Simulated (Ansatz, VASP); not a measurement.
# One calculation of AlN, two programs

POSCAR

```
AlN
1.0
    3.4396282889      0.0000000000      0.0000000000
   -1.7198141445      2.9788054766      0.0000000000
    0.0000000000      0.0000000000      4.3487792357
Al N
2 2
Direct
    0.3333333333      0.6666666667      0.7500000000
    0.6666666667      0.3333333333      0.2500000000
    0.3333333333      0.6666666667      0.2500000000
    0.6666666667      0.3333333333      0.7500000000
```

Contents of INCAR.step1:

```
SYSTEM = AlN
  PREC = Accurate
  ENCUT = 520
  ISMEAR = 0
  SIGMA = 0.01
  LREAL = .False.
  LASPH = .True.
  NELM = 60
  NBANDS = 16
  GGA = PE
  ALGO = Normal
  EDIFF = 1E-4
  LWAVE = .True.
  LCHARG = .False.
```

Contents of INCAR.step2:

```
SYSTEM = AlN
  PREC = Accurate
  ENCUT = 520
  EDIFF = 1E-6
  ISMEAR = 0
  SIGMA = 0.01
  LREAL = .False.
  LASPH = .True.
  NELM = 60
  ALGO = Normal
  ISIF = 2
  LWAVE = .False.
  LCHARG = .False.
  METAGGA = R2SCAN
  LMIXTAU = .True.
  NBANDS = 16
  ISTART = 1
```

Contents of KPOINTS:

```
regular mesh
0
Gamma
  6 6 4
  0 0 0
```

Input for Ansatz:

```yaml
crystal:
  lattice:
    - [3.4396282889196406, 0.0, 0.0]
    - [-1.7198141444598203, 2.978805476622816, 0.0]
    - [0.0, 0.0, 4.348779235725983]
  atoms:
    - { symbol: Al, position: [0.3333333333333333, 0.6666666666666666, 0.75] }
    - { symbol: Al, position: [0.6666666666666666, 0.3333333333333333, 0.25] }
    - { symbol: "N", position: [0.3333333333333333, 0.6666666666666666, 0.25] }
    - { symbol: "N", position: [0.6666666666666666, 0.3333333333333333, 0.75] }
basis:
  ecutwfc: 500.0
kpoints:
  mp_grid:
    grid: [6, 6, 4]
hamiltonian:
  xc: r2scan
  pseudopotentials:
    kind: paw
scf:
  occupations:
    method: fixed
output:
  stress: true
```

Measurements of this composition are mostly on another form, of space group No. 186.

Alike in both runs: task single point; functional r2SCAN; k mesh 6 × 6 × 4; no spin polarisation.

|  | VASP | Ansatz |
| --- | --- | --- |
| version | VASP 6.6.1 | Ansatz 0.2.0 |
| potentials or method | VASP PAW PBE potentials, release 64 (Al, N) | plane waves, PAW |
| plane-wave cutoff (eV) | 520 | 500 |
| occupations | gaussian, width 0.01 eV | fixed |
| valence electrons in the cell | 16 | 16 |

VASP gave:

- pressure (GPa): -24.2
- largest component of the traceless stress (GPa): 2.43

Which values does Ansatz return?

Pressure (GPa): -23.7; largest component of the traceless stress (GPa): 2.57.

Caveats: so large a pressure means that the cell lies far from this level's equilibrium, or that cutoff or potentials fall short (VASP); the potentials were made for another functional, which shifts forces and pressure (VASP). r2SCAN opens gaps a little over a GGA but as a rule still falls short of measured ones.
